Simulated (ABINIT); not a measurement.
Si2W:

```
W Si
1.0
    -1.60690    1.60690    3.91495
     1.60690   -1.60690    3.91495
     1.60690    1.60690   -3.91495
W Si
1 2
Cartesian
  0.0000 0.0000 0.0000
  0.0000 0.0000 5.2092
  0.0000 0.0000 2.6207
```

| Property | Result |
| --- | --- |
| Program | ABINIT 10.8.3 (patched build) |
| Task | relaxation of cell and atoms |
| Functional | PBE |
| Potentials or basis | PseudoDojo NC SR PBE v0.4.1 standard |
| Cutoff | 1007 eV |
| k mesh | 9 × 9 × 9 |
| Occupations | fermi-dirac, width 0.05 eV |
| Spin | no spin polarisation |

At the start: pressure 3.4 GPa; volume 13.48 Å³/atom.

Task: How do energy, volume and symmetry change on relaxing?

Result: Over 8 steps the energy falls by 2.1 meV/atom and the volume is 13.68 Å³/atom (+1.5 %); space group I4/mmm (No. 139, to 0.05 Å).

Step by step:
```
step  energy change (eV)  largest force (eV/Å)  pressure (GPa)  volume (Å³)
   1              0.0000                0.0443            3.38        40.44
   2             -0.0057                0.0069            0.99        40.86
   3             -0.0063                0.0066            0.02        41.03
   4             -0.0063                0.0056            0.00        41.04
   5             -0.0063                0.0030           -0.01        41.04
   6             -0.0063                0.0021            0.00        41.04
   7             -0.0063                0.0004            0.00        41.04
   8             -0.0063                0.0000            0.00        41.04
```

Final structure:
```
W Si
1.0
    -1.61521    1.61521    3.93274
     1.61521   -1.61521    3.93274
     1.61521    1.61521   -3.93274
W Si
1 2
Direct
  0.00000 0.00000 0.00000
  0.66533 0.66533 0.00000
  0.33467 0.33467 0.00000
```
